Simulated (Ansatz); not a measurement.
## Band structure of Se

```
CELL_PARAMETERS angstrom
3.68380 0.00000 0.00000
-1.84190 3.19026 0.00000
0.00000 0.00000 3.81281
ATOMIC_POSITIONS crystal
Se 0.33333 0.66667 0.25000
Se 0.66667 0.33333 0.75000
```

Atoms are numbered in the order listed.

The cell was built from the hcp type and relaxed in the same program, and has space group P6_3/mmc; it needn't be a known or the stable phase.

Method: DFT, PBE, all-electron LAPW, scalar-relativistic (Ansatz 0.2.0).

Numerical set-up: a Γ-centred 19×19×10 k mesh, Fermi–Dirac smearing of 0.03 eV, basis error target 0.5 meV/atom, no spin polarisation.

Points in fractions of the reciprocal vectors of this cell: Γ (0, 0, 0), M (0.5, 0, 0), K (0.333, 0.333, 0), A (0, 0, 0.5), L (0.5, 0, 0.5), H (0.333, 0.333, 0.5). The path joins them by straight lines in the order Γ–M–K–Γ–A–L–H–A–L; legs that retrace an earlier one aren't tabulated. Energies are in eV from the Fermi level.

(1) Is there a gap?

(2) List the levels between -14 and 6.5 eV at the symmetry points.

## Answers

(1) none: bands cross the Fermi level, a metal.

(2) 
Γ: -10.21, -4.68, -2.37 (×2), 0.76 (×2), 3.29, 4.20
M: -12.43, -4.15, -3.89, -2.67, -0.69, -0.57, 2.24, 4.19
K: -13.23 (×2), -5.86, -1.63 (×2), -1.55 (×2), 1.41
A: -13.86 (×2), -1.15 (×2), -0.70 (×4)
L: -12.84 (×2), -6.17 (×2), -1.68 (×2), 1.10 (×2)
H: -12.68 (×2), -6.03 (×2), -3.48 (×2), 3.16 (×2)
